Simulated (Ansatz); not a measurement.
# One structure, 3 elements: AlN, AlP, AlAs

Plane-wave DFT in Ansatz with scalar-relativistic PAW potentials, cutoff 500 eV, Γ-centred meshes chosen by cell and gap, Gaussian smearing with energies taken to zero width. Every cell was relaxed (cell and atoms) in a run of its own, within the symmetry of its start. Functional: r2SCAN.

All members share space group F-43m and the same sites; only the element on one set of sites changes (N, P, As). Members needn't be the stable form of their composition. Energies over the elements, where given, are against the elements' standard states in the same functional (H₂, N₂, O₂ and halogens uncorrected, Hg as a solid). The first member:

Space group F-43m (No. 216). a = 4.370 Å, b = 4.370 Å, c = 4.370 Å, α = 90.00°, β = 90.00°, γ = 90.00°
```tsv
atom	site	symmetry	x	y	z
Al	4a	-43m	0.0000	0.0000	0.0000
N	4c	-43m	0.2500	0.2500	0.2500
```

```tsv
compound	V (Å³/atom)	a (Å)	gap on mesh (eV)	energy over elements (eV/atom)
AlN	10.43	4.370	3.94	-1.607
AlAs	22.88	5.678	1.81	-0.624
```

Question: Predict the member with P.

Answer: V (Å³/atom) 20.55, a (Å) 5.479, gap on mesh (eV) 1.93, energy over elements (eV/atom) -0.745. Interpolating linearly in period between N and As would give 16.65 Å³/atom (19.0 % too small) and a gap of 2.88 eV, with -1.115 eV/atom over the elements. Over the whole series the volume grows at each step down the group; the gap narrows; binding against the elements weakens. The p levels of the anion rise down the group and lift the valence band, the usual cause of such narrowing. Less electronegative, larger anions gain less from charge transfer and lattice energy, in line with the weaker binding.